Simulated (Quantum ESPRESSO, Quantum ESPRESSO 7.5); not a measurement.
## 2H-WSe2, 1 layer, stepped through biaxial strain

What law, if any, do the results for 2H-WSe2, 1 layer follow against biaxial strain?

Calculated with Quantum ESPRESSO 7.5; plane-wave DFT, PBE, GBRV ultrasoft pseudopotentials.

## Step 1: Set-up

The cell holds 3 atoms: 2 Se and 1 W. Its edges and angles: a = 3.320 Å, b = 3.320 Å, c = 18.740 Å, α = 90.0°, β = 90.0°, γ = 120.0°. It derives from WSe2. Vacuum lies along c.

Set-up: Cell and atoms are first relaxed; each strained cell is then held and the atoms relax in it. A periodic run with 15 Å of vacuum in the starting cell gives the vacuum levels, and bands follow along a path.

Members -2, -1, 0, 1 and 2 took the same steps and show in the table alone.

## Step 2: Relaxing cell and ions of the reference

What the set-up leaves free in this member is relaxed.

ref.relax.in reads:

```
&control
  prefix = 'ref.relax'
  outdir = './out'
  pseudo_dir = './pseudo'
  nstep = 80
  forc_conv_thr = 0.0004
  calculation = 'vc-relax'
  etot_conv_thr = 1e-06
/
&system
  ibrav = 0
  nat = 3
  ntyp = 2
  ecutwfc = 50
  ecutrho = 250
  occupations = 'smearing'
  smearing = 'fd'
  degauss = 0.004
/
&electrons
  conv_thr = 1e-09
  mixing_beta = 0.4
  electron_maxstep = 120
  mixing_mode = 'plain'
/
&ions
/
&cell
  cell_dofree = '2Dxy'
  press_conv_thr = 0.3
/
ATOMIC_SPECIES
  Se  78.9710  se_pbe_v1.uspp.F.UPF
  W   183.8400  w_pbe_v1.2.uspp.F.UPF
CELL_PARAMETERS angstrom
  3.32000000000000 0.00000000000000 0.00000000000000
  -1.66000000000000 2.87520434056434 0.00000000000000
  0.00000000000000 0.00000000000000 18.74034793390490
ATOMIC_POSITIONS crystal
  Se  0.333333333300 0.666666666700 0.400206016796
  W   0.000000000000 0.000000000000 0.500000000000
  Se  0.333333333300 0.666666666700 0.599793983204
K_POINTS automatic
  12 12 1 0 0 0
```

Launch:

```bash
$ OMP_NUM_THREADS=1 mpirun -n 4 pw.x -nk 4 -in ref.relax.in > ref.relax.out
```

The log of the run:

```text
Program PWSCF v.7.5 starts
[citation notice left out]

     Parallel version (MPI & OpenMP), running on       4 processor cores
     Number of MPI processes:                 4
     Threads/MPI process:                     1

     MPI processes distributed on     1 nodes
[...]
Current dimensions of program PWSCF are:
     Max number of different atomic species (ntypx) = 10
     Max number of k-points (npk) =  40000
     Max angular momentum in pseudopotentials (lmaxx) =  4
     Message from routine setup:
     using ibrav=0 with symmetry is DISCOURAGED, use correct ibrav instead

     K-points division:     npool     =       4
     Subspace diagonalization in iterative solution of the eigenvalue problem:
     a serial algorithm will be used

     G-vector sticks info
     --------------------
     sticks:   dense  smooth     PW     G-vecs:    dense   smooth      PW
     Sum         673     547    163                80543    57621    9501

     Using Slab Decomposition

     bravais-lattice index     =            0
     lattice parameter (alat)  =       6.2739  a.u.
     unit-cell volume          =    1207.2051 (a.u.)^3
     number of atoms/cell      =            3
     number of atomic types    =            2
     number of electrons       =        26.00
     number of Kohn-Sham states=           17
     kinetic-energy cutoff     =      50.0000  Ry
     charge density cutoff     =     250.0000  Ry
     scf convergence threshold =      1.0E-09
     mixing beta               =       0.4000
     number of iterations used =            8  plain     mixing
     energy convergence thresh.=      1.0E-06
     force convergence thresh. =      4.0E-04
     press convergence thresh. =      3.0E-01
     Exchange-correlation= SLA  PW   PBE  PBE
                           (   1   4   3   4   0   0   0)
     nstep                     =           80

     celldm(1)=   6.273891  celldm(2)=   0.000000  celldm(3)=   0.000000
     celldm(4)=   0.000000  celldm(5)=   0.000000  celldm(6)=   0.000000

     crystal axes: (cart. coord. in units of alat)
               a(1) = (   1.000000   0.000000   0.000000 )
               a(2) = (  -0.500000   0.866025   0.000000 )
               a(3) = (   0.000000   0.000000   5.644683 )

     reciprocal axes: (cart. coord. in units 2 pi/alat)
               b(1) = (  1.000000  0.577350 -0.000000 )
               b(2) = (  0.000000  1.154701  0.000000 )
               b(3) = (  0.000000 -0.000000  0.177158 )

     PseudoPot. # 1 for Se read from file:
     ./pseudo/se_pbe_v1.uspp.F.UPF
     Pseudo is Ultrasoft + core correction, Zval =  6.0
     Generated by new atomic code, or converted to UPF format
     Using radial grid of  877 points,  6 beta functions with:
                l(1) =   0
                l(2) =   0
                l(3) =   1
                l(4) =   1
                l(5) =   2
                l(6) =   2
     Q(r) pseudized with  8 coefficients,  rinner =    1.300   1.300   1.300
                                                       1.300   1.300

     PseudoPot. # 2 for W  read from file:
     ./pseudo/w_pbe_v1.2.uspp.F.UPF
     Pseudo is Ultrasoft + core correction, Zval = 14.0
     Generated by new atomic code, or converted to UPF format
     Using radial grid of  923 points,  8 beta functions with:
                l(1) =   0
                l(2) =   0
                l(3) =   0
                l(4) =   1
                l(5) =   1
                l(6) =   2
                l(7) =   2
                l(8) =   3
     Q(r) pseudized with  6 coefficients,  rinner =    1.350   1.350   1.350
                                                       1.350   1.350   1.350
                                                       1.350

     atomic species   valence    mass     pseudopotential
     Se                6.00    78.97100     Se( 1.00)
     W                14.00   183.84000     W ( 1.00)

     12 Sym. Ops. (no inversion) found

   Cartesian axes

     site n.     atom                  positions (alat units)
         1        Se     tau(   1) = (  -0.0000000   0.5773503   2.2590361  )
         2        W      tau(   2) = (   0.0000000   0.0000000   2.8223416  )
         3        Se     tau(   3) = (  -0.0000000   0.5773503   3.3856470  )

     number of k points=    19  Fermi-Dirac smearing, width (Ry)=  0.0040
                       cart. coord. in units 2pi/alat
        k(    1) = (   0.0000000   0.0000000   0.0000000), wk =   0.0138889
        k(    2) = (   0.0000000   0.0962250   0.0000000), wk =   0.0833333
        k(    3) = (   0.0000000   0.1924501   0.0000000), wk =   0.0833333
        k(    4) = (   0.0000000   0.2886751   0.0000000), wk =   0.0833333
        k(    5) = (   0.0000000   0.3849002   0.0000000), wk =   0.0833333
        k(    6) = (   0.0000000   0.4811252   0.0000000), wk =   0.0833333
        k(    7) = (   0.0000000  -0.5773503   0.0000000), wk =   0.0416667
        k(    8) = (   0.0833333   0.1443376   0.0000000), wk =   0.0833333
        k(    9) = (   0.0833333   0.2405626   0.0000000), wk =   0.1666667
        k(   10) = (   0.0833333   0.3367877   0.0000000), wk =   0.1666667
[...]
k(   19) = (   0.3333333   0.5773503   0.0000000), wk =   0.0277778

     Dense  grid:    80543 G-vectors     FFT dimensions: (  32,  32, 180)

     Smooth grid:    57621 G-vectors     FFT dimensions: (  30,  30, 160)

     Estimated max dynamical RAM per process >     203.55 MB

     Estimated total dynamical RAM >     755.20 MB

     Check: negative core charge=   -0.000001

     Initial potential from superposition of free atoms

     starting charge      25.8995, renormalised to      26.0000

     negative rho (up, down):  6.201E-02 0.000E+00
     Starting wfcs are   21 randomized atomic wfcs

     total cpu time spent up to now is        1.7 secs

     per-process dynamical memory:    74.7 Mb

     Self-consistent Calculation

     iteration #  1     ecut=    50.00 Ry     beta= 0.40
     Davidson diagonalization with overlap
     ethr =  1.00E-02,  avg # of iterations =  2.0

     Threshold (ethr) on eigenvalues was too large:
     Diagonalizing with lowered threshold

     Davidson diagonalization with overlap
     ethr =  2.67E-04,  avg # of iterations =  1.9

     negative rho (up, down):  6.320E-02 0.000E+00

     total cpu time spent up to now is        4.3 secs

     total energy              =    -246.42280072 Ry
     estimated scf accuracy    <       0.08369507 Ry

     iteration #  2     ecut=    50.00 Ry     beta= 0.40
[...]
Se               0.3333333333        0.6666666667        0.5940221683

[...]
NEW-OLD atomic charge density approx. for the potential
     New effective cutoffs (rho, wfc):  254.05   50.89

     negative rho (up, down):  6.537E-02 0.000E+00

     total cpu time spent up to now is       38.8 secs

     per-process dynamical memory:    80.7 Mb

     Self-consistent Calculation

     iteration #  1     ecut=    50.00 Ry     beta= 0.40
     Davidson diagonalization with overlap
     ethr =  1.00E-06,  avg # of iterations =  8.6

     negative rho (up, down):  6.535E-02 0.000E+00

     total cpu time spent up to now is       41.7 secs

     total energy              =    -246.46227370 Ry
     estimated scf accuracy    <       0.00268569 Ry

[...]
iteration #  8     ecut=    50.00 Ry     beta= 0.40
[...]
negative rho (up, down):  6.530E-02 0.000E+00

[...]
End of self-consistent calculation

[...]
the Fermi energy is     1.1717 ev

!    total energy              =    -246.46329662 Ry
     estimated scf accuracy    <          4.5E-10 Ry
     smearing contrib. (-TS)   =      -0.00000002 Ry
     internal energy E=F+TS    =    -246.46329660 Ry

     The total energy is F=E-TS. E is the sum of the following terms:
     one-electron contribution =    -894.84654090 Ry
     hartree contribution      =     448.28294987 Ry
     xc contribution           =    -100.59673018 Ry
     ewald contribution        =     300.69702461 Ry

     convergence has been achieved in   8 iterations

     negative rho (up, down):  6.530E-02 0.000E+00

     Forces acting on atoms (cartesian axes, Ry/au):

     atom    1 type  1   force =     0.00000000    0.00000000    0.04308342
     atom    2 type  2   force =     0.00000000    0.00000000    0.00000000
     atom    3 type  1   force =     0.00000000    0.00000000   -0.04308342

     Total force =     0.060929     Total SCF correction =     0.000042

     Computing stress (Cartesian axis) and pressure

     negative rho (up, down):  6.530E-02 0.000E+00
          total   stress  (Ry/bohr**3)                   (kbar)     P=      -15.88
  -0.00003910   0.00000000   0.00000000           -5.75        0.00        0.00
   0.00000000  -0.00003910   0.00000000            0.00       -5.75        0.00
  -0.00000000   0.00000000  -0.00024558           -0.00        0.00      -36.13

     Energy error            =      1.3E-02 Ry
     Gradient error          =      4.3E-02 Ry/Bohr
     Cell gradient error     =      5.8E+00 kbar

     number of scf cycles    =   3
     number of bfgs steps    =   2

     enthalpy           old  =    -246.4498463217 Ry
     enthalpy           new  =    -246.4632966155 Ry

     CASE: enthalpy          _new < enthalpy          _old

     new trust radius        =       0.1438598986 bohr
     new conv_thr            =       0.0000000010 Ry

     new unit-cell volume =   1176.30994 a.u.^3 (   174.31115 Ang^3 )
     density =      3.25592 g/cm^3

CELL_PARAMETERS (angstrom)
   3.277241472  -0.000000000   0.000000000
  -1.638620736   2.838174369   0.000000000
   0.000000000   0.000000000  18.740347934

ATOMIC_POSITIONS (crystal)
Se               0.3333333333        0.6666666667        0.4100400497
W                0.0000000000        0.0000000000        0.5000000000
Se               0.3333333333        0.6666666667        0.5899599503

[...]
NEW-OLD atomic charge density approx. for the potential
     New effective cutoffs (rho, wfc):  255.96   51.30

     negative rho (up, down):  6.525E-02 0.000E+00

     total cpu time spent up to now is       55.7 secs

     per-process dynamical memory:    80.7 Mb

[...]
!    total energy              =    -246.46862889 Ry
[...]
Total force =     0.009416     Total SCF correction =     0.000002
[...]
number of bfgs steps    =   3
[...]
new trust radius        =       0.0210155168 bohr
[...]
!    total energy              =    -246.46904647 Ry
[...]
Total force =     0.003689     Total SCF correction =     0.000004
[...]
number of bfgs steps    =   4
[...]
new trust radius        =       0.0151503511 bohr
[...]
!    total energy              =    -246.46927540 Ry
[...]
Total force =     0.005888     Total SCF correction =     0.000000
[...]
number of bfgs steps    =   5
[...]
new trust radius        =       0.0166653862 bohr
[...]
!    total energy              =    -246.46949408 Ry
[...]
Total force =     0.005477     Total SCF correction =     0.000005
[...]
number of bfgs steps    =   6
[...]
new trust radius        =       0.0249980793 bohr
[...]
!    total energy              =    -246.46970212 Ry
[...]
Total force =     0.002837     Total SCF correction =     0.000000
[...]
number of bfgs steps    =   7
[...]
new trust radius        =       0.0142062771 bohr
[...]
!    total energy              =    -246.46973929 Ry
[...]
Total force =     0.000351     Total SCF correction =     0.000014
[...]
number of bfgs steps    =   8
[...]
new trust radius        =       0.0005029389 bohr
[...]
!    total energy              =    -246.46973945 Ry
[...]
Total force =     0.000089     Total SCF correction =     0.000001
[...]
Self-consistent Calculation

     iteration #  1     ecut=    50.00 Ry     beta= 0.40
     Davidson diagonalization with overlap
     ethr =  1.00E-06,  avg # of iterations = 12.5

     negative rho (up, down):  6.316E-02 0.000E+00

     total cpu time spent up to now is      165.9 secs

     total energy              =    -246.46016143 Ry
     estimated scf accuracy    <       0.08080018 Ry

[...]
iteration # 12     ecut=    50.00 Ry     beta= 0.40
[...]
negative rho (up, down):  6.560E-02 0.000E+00

[...]
End of self-consistent calculation

          k = 0.0000 0.0000 0.0000 (  7117 PWs)   bands (ev):

   -73.7744 -37.9945 -37.8868 -37.8868 -14.3817 -13.1540  -5.8158  -2.0106
    -2.0106  -1.8430  -0.9062  -0.9062  -0.0150   3.2207   3.2207   3.3815
     3.3815

          k = 0.0000 0.0963 0.0000 (  7135 PWs)   bands (ev):

   -73.7738 -37.9919 -37.9010 -37.8901 -14.2809 -13.1030  -5.6848  -2.3217
    -2.0775  -1.9128  -1.0787  -0.8676  -0.0474   2.9478   2.9866   3.2508
     3.3977

          k = 0.0000 0.1926 0.0000 (  7158 PWs)   bands (ev):

   -73.7722 -37.9846 -37.9397 -37.8993 -13.9923 -12.9574  -5.3209  -3.0713
    -2.5956  -1.6423  -1.4828  -1.0077  -0.2250   2.3956   2.8028   2.9550
     3.7952

          k = 0.0000 0.2888 0.0000 (  7174 PWs)   bands (ev):

   -73.7700 -37.9922 -37.9746 -37.9117 -13.5587 -12.7410  -4.8668  -3.9165
    -3.2668  -1.9336  -1.3454  -1.2719  -0.6037   2.2411   2.6805   3.0460
     4.1922

          k = 0.0000 0.3851 0.0000 (  7188 PWs)   bands (ev):

   -73.7677 -38.0441 -37.9645 -37.9241 -13.0620 -12.4994  -5.0834  -4.0820
    -3.9754  -2.3121  -1.6253  -0.9196  -0.8874   2.4454   2.5670   3.4977
     4.4691

          k = 0.0000 0.4814 0.0000 (  7210 PWs)   bands (ev):

   -73.7661 -38.0817 -37.9572 -37.9332 -12.6384 -12.3019  -5.6988  -4.5186
    -3.8744  -2.5576  -1.7725  -0.8081  -0.6939   2.6194   2.7970   3.8658
     4.6141

[...]
the Fermi energy is     1.0913 ev

!    total energy              =    -246.46973403 Ry
     estimated scf accu
[key lines of the parts left out:]
convergence has been achieved in   6 iterations
```

Run time: 3.1 min. Hardware: 4 MPI ranks of Arm Neoverse V1, shared host; peak memory 0.9 GiB; 12 min of CPU time.

Step by step:

```
step  energy less that of the first step (eV)  largest force (eV/Å)  volume (Å³)
   1                                   0.0000                2.5026       178.89
   2                                  -0.2503                1.8988       177.26
   3                                  -0.4333                1.1077       175.74
   4                                  -0.5059                0.1712       174.31
   5                                  -0.5115                0.0671       175.06
   6                                  -0.5147                0.1070       175.83
   7                                  -0.5176                0.0996       176.68
   8                                  -0.5205                0.0516       177.97
   9                                  -0.5210                0.0064       178.70
  10                                  -0.5210                0.0016       178.69
  11                                  -0.5209                0.0016       178.69
```

```
cell as run  before  after  change
      a (Å)   3.320  3.318  -0.1 %
      b (Å)   3.320  3.318  -0.1 %
```

The atoms that moved most (Å, along periodic axes as changes of fractional coordinates times the final cell, across vacuum about the mean position):

```
atom     dx     dy      dz  length
 Se3  0.000  0.000  -0.190   0.190
 Se1  0.000  0.000   0.190   0.190
```

The relaxed structure:

```xyz
3
Lattice="3.3182 0.0000 0.0000 -1.6591 2.8736 0.0000 0.0000 0.0000 18.7403" Properties=species:S:1:pos:R:3
Se    0.0000    1.9157    7.6898
W     0.0000    0.0000    9.3702
Se    0.0000    1.9157   11.0506
```

 The last row is no step: it is a fresh SCF in the final cell with a new plane-wave basis, +0 meV from the row before.

Numbers from this step:

```
free energy  : -3353.3916 eV
Fermi energy : 1.091 eV
```

(Continued in part 2 of 6.)

[Logs are printed without paths, hosts, clocks, repeated set-up lines and the standing remarks that a program may print on its own settings, such as how far it seeks lower states.]

[Hosts, paths, dates, database ids (printed as entryN), source tags and the programs' standing remarks are cut or masked in the printed files.]

[Maps of the electrostatic potential energy from Ansatz leave out the sawtooth potential of an applied field or a dipole correction, so their vacuum need not be flat; planar profiles and work functions include it.]
